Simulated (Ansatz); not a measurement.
`FB[SiH2][SiH3]` + acetic acid → `CC(=O)OBF` + disilane at 600 K and 1 bar (cleavage of the B–Si bond).

Computed with Ansatz on PBE0-D4/def2-TZVP structures; ΔE is electronic, products minus reactants. CCSD(T)/CBS is the MP2 limit (def2-TZVPP, def2-QZVPP) plus CCSD(T) − MP2 in def2-TZVPP, frozen cores. Each species was taken in one conformer, which may not be the lowest.

```
         species  CCSD(T)/CBS energy (Eh)  H − E (kJ/mol)  S (J/(mol·K))
`FB[SiH2][SiH3]`               -706.37300           212.5          452.6
       `CC(=O)O`               -228.87529           204.1          348.2
     `CC(=O)OBF`               -353.55713           235.3          426.1
  `[SiH3][SiH3]`               -581.74359           174.5          343.9
```

H − E and S are ideal-gas, rigid-rotor, harmonic terms from PBE0-D4/def2-TZVP, for one conformer and one mirror image of each species. 1 Eh = 2625.50 kJ/mol, R = 8.31446 J/(mol·K).

**Question.** By hand: ΔE, ΔH, ΔS and ΔG.

**Answer.** ΔE = (-353.55713) + (-581.74359) − (-706.37300) − (-228.87529) = -0.05243 Eh = -137.7 kJ/mol. Δ(H − E) = 235.3 + 174.5 − 212.5 − 204.1 = -6.8, so ΔH = -144.5 kJ/mol. ΔS = 426.1 + 343.9 − 452.6 − 348.2 = -30.8 J/(mol·K). ΔG = -144.5 − 600 × (-30.8)/1000 = -126.0 kJ/mol.

**Question.** By hand: the equilibrium constant, and the temperature at which ΔG would vanish if ΔH and ΔS stayed fixed.

**Answer.** log₁₀ K = −ΔG/(RT ln 10) = 11.0. ΔG = 0 at ΔH/ΔS = 4692 K, far beyond where these terms or the molecules hold.

ΔH outweighs TΔS. A doubt of 5 kJ/mol in ΔE shifts log₁₀ K by 0.4 here. Other conformers and mirror images would add mixing entropy, several J/(mol·K) or more a flexible species. Modes under 60 cm⁻¹, often nearly free rotors, make the harmonic entropy too high. These are equilibria of isolated gas molecules and say nothing of rates. Largest T1 diagnostic: 0.015 (customary marks: 0.02 for closed shells, 0.045 for open ones).
